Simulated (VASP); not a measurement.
# GaP (R-3m) in VASP: notebook

One crystal, GaP, is run at these levels: PBE; tasks: single point.

Everything below comes from runs of VASP 6.6.1. Logs are shortened: lines on timing, memory, paths and dates and some standing lists are left out, and cuts for length are marked.

## (1) The structure

Symmetry: R-3m, No. 166, trigonal system. The conventional cell has a = 3.886 Å, b = 3.886 Å, c = 19.292 Å, α = 90.00°, β = 90.00°, γ = 120.00°. Around Ga (site symmetry 3m) lie 3 P at 2.40 Å and 1 Ga at 2.49 Å. Around P (site symmetry 3m) lie 1 P at 2.21 Å and 3 Ga at 2.40 Å.

Measurements of this composition are mostly on another form, of space group No. 216.

## (2) Single point, PBE

Contents of INCAR:

```
SYSTEM = GaP
ADDGRID = .FALSE. ; ALGO = Normal
EDIFF = 1E-6 ; ENCUT = 700
GGA = PE ; ISIF = 2
ISMEAR = 0 ; LASPH = .TRUE.
LCHARG = .FALSE. ; LREAL = .FALSE.
LWAVE = .FALSE. ; NELM = 100
PREC = Accurate ; SIGMA = 0.05
```

Contents of KPOINTS:

```
k-points
0
G
  4 4 4
  0 0 0
```

Contents of POSCAR:

```
GaP
1.0
    1.9430151755      1.1218003346      6.4308101003
   -1.9430151755      1.1218003346      6.4308101003
    0.0000000000     -2.2436006692      6.4308101003
Ga P
2 2
Direct
    0.5646280000      0.5646280000      0.5646280000
    0.4353720000      0.4353720000      0.4353720000
    0.9426110000      0.9426110000      0.9426110000
    0.0573890000      0.0573890000      0.0573890000
```

Potentials or basis: VASP PAW PBE potentials, release 64 (Ga_d, P).

Started as:

```sh
$ cat potpaw_PBE.64/Ga_d/POTCAR potpaw_PBE.64/P/POTCAR > POTCAR
$ mpirun -np 1 vasp_std > vasp.out
```

OUTCAR:

```text
SYSTEM = GaP
   EDIFF = 1E-6
   ENCUT = 700
   GGA = PE
   ISIF = 2
   ISMEAR = 0
   LASPH = .TRUE.
   LREAL = .FALSE.
   NELM = 100
   PREC = Accurate

 Found     13 irreducible k-points:

 Following reciprocal coordinates:
            Coordinates               Weight
  0.000000  0.000000  0.000000      1.000000
  0.250000  0.000000  0.000000      6.000000
  0.500000  0.000000  0.000000      3.000000
  0.250000  0.250000  0.000000      6.000000
  0.500000  0.250000 -0.000000     12.000000
 -0.250000  0.250000  0.000000      6.000000
   k-points           NKPTS =     13   k-points in BZ     NKDIM =     13   number of bands    NBANDS=     22
   number of dos      NEDOS =    301   number of ions     NIONS =      4
   total plane-waves  NPLWV = 216000
   dimension x,y,z NGX =    60 NGY =   60 NGZ =   60
   dimension x,y,z NGXF=   120 NGYF=  120 NGZF=  120
   ions per type =               2   2
   NGX,Y,Z   is equivalent  to a cutoff of  14.65, 14.65, 14.65 a.u.
   NGXF,Y,Z  is equivalent  to a cutoff of  29.29, 29.29, 29.29 a.u.
 SYSTEM =  GaP
   PREC   = accura    normal or accurate (medium, high low for compatibility)
   ISTART =      0    job   : 0-new  1-cont  2-samecut
   ICHARG =      2    charge: 1-file 2-atom 10-const
   ISPIN  =      1    spin polarized calculation?
   LNONCOLLINEAR =      F non collinear calculations
   LSORBIT =      F    spin-orbit coupling
   LASPH  =      T    aspherical Exc in radial PAW
   ENCUT  =  700.0 eV  51.45 Ry    7.17 a.u.  14.69 14.69 14.69*2*pi/ulx,y,z
   NELM   =    100;   NELMIN=  2; NELMDL= -5     # of ELM steps
   EDIFF  = 0.1E-05   stopping-criterion for ELM
[... 18 lines left out ...]
     AMIX     =   0.40;   BMIX     =  1.00
     AMIX_MAG =   1.60;   BMIX_MAG =  1.00
  volume/ion in A,a.u.               =      21.03       141.89
  Fermi-wavevector in a.u.,A,eV,Ry     =   1.233785  2.331515 20.711129  1.522225
  Thomas-Fermi vector in A             =   2.368501
   LORBIT       =      0    0 simple, 1 ext, 2 COOP (PROOUT), +10 PAW based schemes
   GGA     = PE    functional components
[... 5 lines left out ...]
 non-spin polarized calculation
 Gauss-broadening in eV      SIGMA  =   0.05
  energy-cutoff  :      700.00
  volume of cell :       84.10
 maximum number of plane-waves:      3579
 NGX is ok and might be reduce to    60
   NGX = 29   NGY = 29   NGZ = 29

 number of electron      36.0000000 magnetization

 Free energy of the ion-electron system (eV)
  ---------------------------------------------------
  ext. energy  EPLUGINS =         0.00000000
  ---------------------------------------------------
  free energy    TOTEN  =       -17.59849080 eV

  energy without entropy =      -17.59849080  energy(sigma->0) =      -17.59849080

 E-fermi :   4.9107     XC(G=0):  -9.6543

 val. band max:        4.6410068071   @ k =   0.0000   0.0000   0.0000
 cond. band min:       5.4684792499   @ k =   0.5000   0.5000   0.0000
 fundamental gap:      0.8274724428
 Fermi energy:         4.9107464908

 k-point     1 :       0.0000    0.0000    0.0000
  band No.  band energies     occupation
      1     -10.1455      2.00000
      2     -10.0181      2.00000
      3     -10.0181      2.00000
      4     -10.0025      2.00000
      5     -10.0025      2.00000
      6      -9.9523      2.00000
[... 14 lines left out ...]
     21       7.3774      0.00000
     22       8.2967      0.00000

 k-point     2 :       0.2500    0.0000    0.0000
  band No.  band energies     occupation
      1     -10.1354      2.00000
      2     -10.0739      2.00000
      3     -10.0292      2.00000
      4     -10.0137      2.00000
      5      -9.9808      2.00000
      6      -9.9622      2.00000
[... 14 lines left out ...]
     21       7.5943      0.00000
     22       9.5654      0.00000

 k-point     3 :       0.5000    0.0000    0.0000
  band No.  band energies     occupation
      1     -10.1283      2.00000
      2     -10.1190      2.00000
      3     -10.0474      2.00000
      4     -10.0117      2.00000
      5      -9.9728      2.00000
      6      -9.9591      2.00000
[... 14 lines left out ...]
     21       8.2679      0.00000
     22       9.1243      0.00000

 k-point     4 :       0.2500    0.2500    0.0000
  band No.  band energies     occupation
      1     -10.1351      2.00000
      2     -10.0629      2.00000
      3     -10.0374      2.00000
      4     -10.0163      2.00000
      5      -9.9801      2.00000
      6      -9.9621      2.00000
[... 14 lines left out ...]
     21       8.2831      0.00000
     22       8.8520      0.00000

 k-point     5 :       0.5000    0.2500   -0.0000
  band No.  band energies     occupation
      1     -10.1225      2.00000
      2     -10.1018      2.00000
      3     -10.0564      2.00000
      4     -10.0083      2.00000
      5      -9.9875      2.00000
      6      -9.9485      2.00000
[... 14 lines left out ...]
     21       8.3910      0.00000
     22       9.3846      0.00000

 k-point     6 :      -0.2500    0.2500    0.0000
  band No.  band energies     occupation
      1     -10.1274      2.00000
      2     -10.1016      2.00000
      3     -10.0537      2.00000
      4     -10.0081      2.00000
      5      -9.9870      2.00000
      6      -9.9485      2.00000
[... 14 lines left out ...]
     21       9.0707      0.00000
     22       9.6573      0.00000

 [... further k-points ...]

------------------------ aborting loop because EDIFF is reached ----------------------------------------

  FORCE on cell =-STRESS in cart. coord.  units (eV):
  Direction    XX          YY          ZZ          XY          YZ          ZX
  --------------------------------------------------------------------------------------
  -------------------------------------------------------------------------------------
  Total        0.2524388      0.2524388     -0.1823963      0.0000000      0.0000000      0.0000000
  in kB        4.8090360      4.8090360     -3.4747049      0.0000000      0.0000000      0.0000000
  external PRESSURE =       2.0477890 kB  Pullay stress =       0.0000000 kB

 VOLUME and BASIS-vectors are now :
 -----------------------------------------------------------------------------
  energy-cutoff  :      700.00
  volume of cell :       84.10
      direct lattice vectors                 reciprocal lattice vectors
     1.943015176  1.121800335  6.430810100     0.257332010  0.148570705  0.051833801
    -1.943015176  1.121800335  6.430810100    -0.257332010  0.148570705  0.051833801
     0.000000000 -2.243600669  6.430810100     0.000000000 -0.297141410  0.051833801

 POSITION                                       TOTAL-FORCE (eV/Angst)
 -----------------------------------------------------------------------------------
      0.00000      0.00000     10.89305         0.000000     -0.000000     -0.045968
      0.00000      0.00000      8.39938         0.000000      0.000000      0.045968
      0.00000      0.00000     18.18526         0.000000     -0.000000     -0.003912
      0.00000      0.00000      1.10717         0.000000     -0.000000      0.003912
 -----------------------------------------------------------------------------------
    total drift:                               -0.000000     -0.000000      0.000000

  FREE ENERGIE OF THE ION-ELECTRON SYSTEM (eV)
  ---------------------------------------------------
  free  energy   TOTEN  =       -17.5984907968 eV

  energy  without entropy=      -17.5984907968  energy(sigma->0) =      -17.59849080
```

Run time: 63 s. Hardware: 1 thread of Intel Xeon Platinum 8488C (Sapphire Rapids), shared host; peak memory 0.45 GiB.

These settings aren't checked as converged: the numbers below hold their error.

What came out:

| Item | Value |
| --- | --- |
| Free energy | -17.5985 eV |
| Pressure | 0.2 GPa |
| Largest force | 0.046 eV/Å |
| Band gap on the k mesh | 0.83 eV, indirect (least direct gap 1.12 eV) |

Caveat: the k mesh is coarse (spacing up to 0.47 Å⁻¹), so the values aren't converged.

## (3) Single point, PBE

Edit INCAR of step 2 so:

```diff
@@ -2,3 +2,3 @@
 ADDGRID = .FALSE. ; ALGO = Normal
-EDIFF = 1E-6 ; ENCUT = 700
+EDIFF = 1E-6 ; ENCUT = 450
 GGA = PE ; ISIF = 2
```

Contents of KPOINTS:

```
k-points
0
G
  5 5 5
  0 0 0
```

POSCAR is that of step 2.

Potentials or basis: VASP PAW PBE potentials, release 64 (Ga_d, P).

Started as:

```sh
$ cat potpaw_PBE.64/Ga_d/POTCAR potpaw_PBE.64/P/POTCAR > POTCAR
$ mpirun -np 1 vasp_std > vasp.out
```

It took 44 s on 1 thread of Intel Xeon Platinum 8488C (Sapphire Rapids), shared host; peak memory 0.31 GiB.

These settings aren't checked as converged: the numbers below hold their error.

Results:

| Property | Result |
| --- | --- |
| Free energy | -17.6949 eV |
| Pressure | 0.0 GPa |
| Largest force | 0.044 eV/Å |
| Band gap on the k mesh | 1.03 eV, indirect (least direct gap 1.13 eV) |

Caveat: an odd mesh through Γ misses points on the zone boundary, where band edges often lie.

## (4) Single point, PBE

Edit INCAR of step 3 so:

```diff
@@ -2,3 +2,3 @@
 ADDGRID = .FALSE. ; ALGO = Normal
-EDIFF = 1E-6 ; ENCUT = 450
+EDIFF = 1E-6 ; ENCUT = 350
 GGA = PE ; ISIF = 2
```

Contents of KPOINTS:

```
k-points
0
G
  6 6 6
  0 0 0
```

POSCAR is that of step 3.

Potentials or basis: VASP PAW PBE potentials, release 64 (Ga_d, P).

Started as:

```sh
$ cat potpaw_PBE.64/Ga_d/POTCAR potpaw_PBE.64/P/POTCAR > POTCAR
$ mpirun -np 1 vasp_std > vasp.out
```

OUTCAR:

```text
SYSTEM = GaP
   EDIFF = 1E-6
   ENCUT = 350
   GGA = PE
   ISIF = 2
   ISMEAR = 0
   LASPH = .TRUE.
   LREAL = .FALSE.
   NELM = 100
   PREC = Accurate

 Found     32 irreducible k-points:

 Following reciprocal coordinates:
            Coordinates               Weight
  0.000000  0.000000  0.000000      1.000000
  0.166667  0.000000  0.000000      6.000000
  0.333333 -0.000000 -0.000000      6.000000
  0.500000  0.000000 -0.000000      3.000000
[... 230 lines left out ...]

  FORCE on cell =-STRESS in cart. coord.  units (eV):
  Direction    XX          YY          ZZ          XY          YZ          ZX
  --------------------------------------------------------------------------------------
  -------------------------------------------------------------------------------------
  Total       -0.0726028     -0.0726028     -0.0623297      0.0000000      0.0000000      0.0000000
  in kB       -1.3831045     -1.3831045     -1.1873996      0.0000000      0.0000000      0.0000000
  external PRESSURE =      -1.3178695 kB  Pullay stress =       0.0000000 kB

 VOLUME and BASIS-vectors are now :
 -----------------------------------------------------------------------------
  energy-cutoff  :      350.00
  volume of cell :       84.10
      direct lattice vectors                 reciprocal lattice vectors
     1.943015176  1.121800335  6.430810100     0.257332010  0.148570705  0.051833801
    -1.943015176  1.121800335  6.430810100    -0.257332010  0.148570705  0.051833801
     0.000000000 -2.243600669  6.430810100     0.000000000 -0.297141410  0.051833801

 POSITION                                       TOTAL-FORCE (eV/Angst)
 -----------------------------------------------------------------------------------
      0.00000      0.00000     10.89305         0.000000     -0.000000     -0.051375
      0.00000      0.00000      8.39938         0.000000      0.000000      0.051375
      0.00000      0.00000     18.18526         0.000000     -0.000000     -0.019229
      0.00000      0.00000      1.10717         0.000000      0.000000      0.019229
 -----------------------------------------------------------------------------------
    total drift:                                0.000000      0.000000      0.000000

  FREE ENERGIE OF THE ION-ELECTRON SYSTEM (eV)
  ---------------------------------------------------
  free  energy   TOTEN  =       -17.7221185439 eV

  energy  without entropy=      -17.7221185439  energy(sigma->0) =      -17.72211854
```

OSZICAR:

```text
N       E                     dE             d eps       ncg     rms          rms(c)
DAV:   1     0.193358060542E+03    0.19336E+03   -0.14198E+04  1414   0.188E+03
DAV:   2     0.220347551928E+01   -0.19115E+03   -0.18739E+03  1556   0.388E+02
DAV:   3    -0.174209164677E+02   -0.19624E+02   -0.19386E+02  1702   0.110E+02
DAV:   4    -0.180076921439E+02   -0.58678E+00   -0.58564E+00  1836   0.206E+01
DAV:   5    -0.180226833350E+02   -0.14991E-01   -0.14986E-01  1818   0.271E+00    0.632E+00
DAV:   6    -0.177668312955E+02    0.25585E+00   -0.50925E-01  1974   0.103E+01    0.383E+00
DAV:   7    -0.177207016566E+02    0.46130E-01   -0.28494E-01  1710   0.316E+00    0.103E+00
DAV:   8    -0.177213978094E+02   -0.69615E-03   -0.32822E-02  1760   0.223E+00    0.227E-01
DAV:   9    -0.177218199653E+02   -0.42216E-03   -0.44031E-03  1788   0.740E-01    0.878E-02
DAV:  10    -0.177219724947E+02   -0.15253E-03   -0.55641E-04  1920   0.175E-01    0.340E-02
DAV:  11    -0.177221006780E+02   -0.12818E-03   -0.11888E-04  1668   0.639E-02    0.147E-02
DAV:  12    -0.177221179489E+02   -0.17271E-04   -0.22143E-05  1502   0.265E-02    0.737E-03
DAV:  13    -0.177221185439E+02   -0.59500E-06   -0.28068E-06  1452   0.165E-02
   1 F= -.17722119E+02 E0= -.17722119E+02  d E =-.177627E-10
```

Wall time 52 s (1 thread of Intel Xeon Platinum 8488C (Sapphire Rapids), shared host); peak memory 0.25 GiB.

These settings aren't checked as converged: the numbers below hold their error.

Results:

| Property | Result |
| --- | --- |
| Free energy | -17.7221 eV |
| Pressure | -0.1 GPa |
| Largest force | 0.051 eV/Å |
| Band gap on the k mesh | 0.84 eV, indirect (least direct gap 1.13 eV) |

Caveat: the cutoff is under 1.25 times the usual one of these potentials, so pressure, stress and relaxed cells hold a basis-set (Pulay) error.

## (5) Single point, PBE

Edit INCAR of step 4 so:

```diff
@@ -2,3 +2,3 @@
 ADDGRID = .FALSE. ; ALGO = Normal
-EDIFF = 1E-6 ; ENCUT = 350
+EDIFF = 1E-6 ; ENCUT = 550
 GGA = PE ; ISIF = 2
```

Contents of KPOINTS:

```
k-points
0
G
  5 5 5
  0 0 0
```

POSCAR is that of step 4.

Started as:

```sh
$ cat potpaw_PBE.64/Ga_d/POTCAR potpaw_PBE.64/P/POTCAR > POTCAR
$ mpirun -np 1 vasp_std > vasp.out
```

Run time: 82 s. Hardware: 1 thread of Intel Xeon Platinum 8488C (Sapphire Rapids), shared host; peak memory 0.38 GiB.

The run converged, but some of its settings lie outside the range that counts as converged, so its numbers aren't taken as properties of the crystal.

What came out:

```
Free energy            : -17.6960 eV
Pressure               : 0.0 GPa
Largest force          : 0.044 eV/Å
Band gap on the k mesh : 1.03 eV, indirect (least direct gap 1.13 eV)
```

Caveat: an odd mesh through Γ misses points on the zone boundary, where band edges often lie.

(Continued in part 2 of 2.)
